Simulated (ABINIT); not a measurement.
# TePb (Fm-3m) in ABINIT: a series of runs

The runs below take TePb through single point, relaxation of cell and atoms, with PBEsol, PBE.

Program: ABINIT 10.8.3 (patched build). These are calculated values, not measurements. Logs are shortened: lines on timing, memory, paths and dates and some standing lists are left out, and cuts for length are marked. The log counts tension as positive stress, the text compression.

**1. Starting point**

It takes space group Fm-3m (No. 225, cubic). Conventional cell: a = 6.462 Å, b = 6.462 Å, c = 6.462 Å, α = 90.00°, β = 90.00°, γ = 90.00°. Around Pb (site symmetry m-3m) lie 6 Te at 3.23 Å. Around Te (site symmetry m-3m) lie 6 Pb at 3.23 Å.

**2. Single point, PBEsol**

Input file run.abi:

```
# Pseudopotentials
pp_dirpath "./"
pseudos "Pb.upf, Te.upf"

# Structure
acell 3*1.0
rprim
     0.0000000000     6.1057051087     6.1057051087
     6.1057051087     0.0000000000     6.1057051087
     6.1057051087     6.1057051087     0.0000000000
ntypat 2
znucl 82 52
natom 2
typat 1 2
xred
     0.0000000000     0.0000000000     0.0000000000
     0.5000000000     0.5000000000     0.5000000000

# Plane-wave basis
ecut 925.187132 eV

# k points
kptopt 1
ngkpt 5 5 5
nshiftk 1
shiftk 0.0 0.0 0.0

# Exchange and correlation
ixc -116133

# Bands and occupations
nband 19
occopt 3
tsmear 0.00183747

# SCF cycle
nstep 100
tolvrs 1.0e-10

# Output
iomode 3
prtwf 0
prteig 0
prtebands 0
enunit 1
prtvol 2
prtden 1
prtvha 1
prtvclmb 1
prtpot 1
prtelf 1
```

Potentials or basis: PseudoDojo NC SR PBEsol v0.4.1 standard.

Run with:

```
$ abinit run.abi > log 2>&1
```

run.abo:

```text
.Version 10.8.3 of ABINIT
 Symmetries : space group Fm -3 m (#225); Bravais cF (face-center cubic)
================================================================================
 Values of the parameters that define the memory need of the present run
     intxc =       0    ionmov =       0      iscf =       7    lmnmax =       6
     lnmax =       6     mgfft =      48  mpssoang =       3    mqgrid =    3001
     natom =       2  nloc_mem =       1    nspden =       1   nspinor =       1
    nsppol =       1      nsym =      48    n1xccc =    2501    ntypat =       2
    occopt =       3   xclevel =       2
       mpw =        4330          nfft =      110592          nkpt =          10
================================================================================
================================================================================

--------------------------------------------------------------------------------
------------- Echo of variables that govern the present computation ------------
--------------------------------------------------------------------------------
 -outvars: echo values of preprocessed input variables --------
            acell      1.0000000000E+00  1.0000000000E+00  1.0000000000E+00 Bohr
              amu      2.07200000E+02  1.27600000E+02
             ecut      3.40000000E+01 Hartree
           enunit           1
              ixc     -116133
         kptrlatt        5    0    0      0    5    0      0    0    5
          kptrlen      4.31738549E+01
            natom           2
            nband          19
            ngfft          48      48      48
             nkpt          10
            nstep         100
             nsym          48
           ntypat           2
           occopt           3
        prtebands           0
           prteig           0
           prtelf           1
           prtpot           1
         prtvclmb           1
           prtvha           1
           prtvol           2
            prtwf           0
            rprim      0.0000000000E+00  6.1057051087E+00  6.1057051087E+00
                       6.1057051087E+00  0.0000000000E+00  6.1057051087E+00
                       6.1057051087E+00  6.1057051087E+00  0.0000000000E+00
          spgroup         225
           tolvrs      1.00000000E-10
           tsmear      1.83747000E-03 Hartree
            typat      1  2
           xangst      0.0000000000E+00  0.0000000000E+00  0.0000000000E+00
                       3.2309999978E+00  3.2309999978E+00  3.2309999978E+00
            xcart      0.0000000000E+00  0.0000000000E+00  0.0000000000E+00
[... 184 lines left out ...]
 Eigenvalues (   eV  ) for nkpt=  10  k points:
 kpt#   1, nband= 19, wtk=  0.00800, kpt=  0.0000  0.0000  0.0000 (reduced coord)
 -32.12236  -32.12236  -32.11708  -32.11708  -32.11708  -12.61676  -12.61676  -12.60728
 -12.60728  -12.60728   -8.02308   -1.61411    2.69009    2.69009    2.69009    8.09783
   8.09783    8.09783    9.80397
 kpt#   2, nband= 19, wtk=  0.06400, kpt=  0.2000  0.0000  0.0000 (reduced coord)
 -32.12246  -32.12246  -32.11703  -32.11701  -32.11701  -12.62186  -12.62186  -12.60643
 -12.60170  -12.60170   -7.68541   -2.59668    2.79127    2.79127    3.18413    6.56231
   6.86797    6.86797    9.72051
 kpt#   3, nband= 19, wtk=  0.06400, kpt=  0.4000  0.0000  0.0000 (reduced coord)
 -32.12237  -32.12237  -32.11691  -32.11668  -32.11668  -12.63123  -12.63123  -12.60534
 -12.59154  -12.59154   -6.84050   -4.22078    3.06903    3.06903    3.82508    5.00654
   5.49127    5.49127   11.32261
 kpt#   4, nband= 19, wtk=  0.04800, kpt=  0.2000  0.2000  0.0000 (reduced coord)
 -32.12250  -32.12236  -32.11721  -32.11681  -32.11681  -12.63431  -12.61285  -12.61077
 -12.59866  -12.59866   -7.57521   -2.57847    2.10038    2.10038    3.43087    5.84471
   8.31507    8.31507    8.36045
 kpt#   5, nband= 19, wtk=  0.19200, kpt=  0.4000  0.2000  0.0000 (reduced coord)
[... 8 lines left out ...]
 -32.12239  -32.12237  -32.11692  -32.11689  -32.11673  -12.62857  -12.62854  -12.60416
 -12.59781  -12.59473   -7.16601   -3.45147    1.42643    3.26339    3.85955    5.27457
   5.58583    8.30491   10.25012
 kpt#   8, nband= 19, wtk=  0.04800, kpt=  0.4000  0.4000  0.0000 (reduced coord)
 -32.12274  -32.12212  -32.11740  -32.11638  -32.11638  -12.67364  -12.61643  -12.60653
 -12.58367  -12.58367   -6.56782   -3.28293    0.14563    1.33421    1.33421    7.36713
   9.25859    9.25859    9.63191
 kpt#   9, nband= 19, wtk=  0.09600, kpt= -0.4000  0.4000  0.0000 (reduced coord)
 -32.12260  -32.12216  -32.11713  -32.11646  -32.11640  -12.67045  -12.61260  -12.61124
 -12.58582  -12.58334   -6.26141   -3.78402   -0.25333    1.54407    1.69839    7.77031
   8.26885    8.82800   10.17925
 kpt#  10, nband= 19, wtk=  0.19200, kpt= -0.4000  0.4000  0.2000 (reduced coord)
 -32.12254  -32.12223  -32.11695  -32.11670  -32.11636  -12.65864  -12.61929  -12.60494
 -12.59385  -12.58383   -6.34703   -3.97755    0.60332    0.60491    3.33431    5.91408
   8.68009    8.86992   10.18437
 Total charge density [el/Bohr^3]
)     Maximum=    1.5819E+00  at reduced coord.    0.4792    0.5208    0.5833
)Next maximum=    1.5819E+00  at reduced coord.    0.4167    0.5208    0.5833
)     Minimum=    9.0653E-05  at reduced coord.    0.5000    0.5000    0.5000
)Next minimum=    1.6636E-03  at reduced coord.    0.0000    0.0000    0.0000
   Integrated=    3.0000E+01

--- !EnergyTerms
iteration_state     : {dtset: 1, }
comment             : Components of total free energy in Hartree
kinetic             :  9.13691130117923E+01
hartree             :  4.08710949360468E+01
xc                  : -4.41885179455811E+01
Ewald energy        : -1.04842845516014E+02
psp_core            :  5.34799844550614E+00
local_psp           : -1.19590579700639E+02
non_local_psp       : -4.39418724120258E+01
internal            : -1.74975609180915E+02
'-kT*entropy'       : -8.76961108156749E-08
total_energy        : -1.74975609268611E+02
total_energy_eV     : -4.76132888743402E+03
band_energy         : -1.67557510768539E+01
...

 Cartesian components of stress tensor (hartree/bohr^3)
  sigma(1 1)=  2.21146270E-05  sigma(3 2)=  0.00000000E+00
  sigma(2 2)=  2.21146270E-05  sigma(3 1)=  0.00000000E+00
  sigma(3 3)=  2.21146270E-05  sigma(2 1)=  0.00000000E+00

-Cartesian components of stress tensor (GPa)         [Pressure= -6.5063E-01 GPa]
- sigma(1 1)=  6.50634789E-01  sigma(3 2)=  0.00000000E+00
- sigma(2 2)=  6.50634789E-01  sigma(3 1)=  0.00000000E+00
- sigma(3 3)=  6.50634789E-01  sigma(2 1)=  0.00000000E+00

== END DATASET(S) ==============================================================
================================================================================

 -outvars: echo values of variables after computation  --------
            acell      1.0000000000E+00  1.0000000000E+00  1.0000000000E+00 Bohr
           etotal     -1.7497560927E+02
            fcart     -0.0000000000E+00 -0.0000000000E+00 -0.0000000000E+00
                      -0.0000000000E+00 -0.0000000000E+00 -0.0000000000E+00
            rprim      0.0000000000E+00  6.1057051087E+00  6.1057051087E+00
                       6.1057051087E+00  0.0000000000E+00  6.1057051087E+00
                       6.1057051087E+00  6.1057051087E+00  0.0000000000E+00
           strten      2.2114626996E-05  2.2114626996E-05  2.2114626996E-05
                       0.0000000000E+00  0.0000000000E+00  0.0000000000E+00
           xangst      0.0000000000E+00  0.0000000000E+00  0.0000000000E+00
                       3.2309999978E+00  3.2309999978E+00  3.2309999978E+00
             xred      0.0000000000E+00  0.0000000000E+00  0.0000000000E+00
                       5.0000000000E-01  5.0000000000E-01  5.0000000000E-01
 Calculation completed.
```

It took 31 s on 1 thread of Arm Neoverse V1, shared host; peak memory 0.1 GiB.

Results:

| Quantity | Value |
| --- | --- |
| Free energy | -4761.3289 eV |
| Pressure | -0.7 GPa |
| Valence electrons inside the program's atomic spheres | Pb 10.06; Te 11.95 |

Caveat: the cutoff is short for stress, so the pressure is rough; this odd mesh misses L, where the gap lies, so gap, dielectric constants and Born charges aren't listed. Spin-orbit coupling is left out, which matters for the levels of Pb, Te.

(Continued in part 2 of 2.)
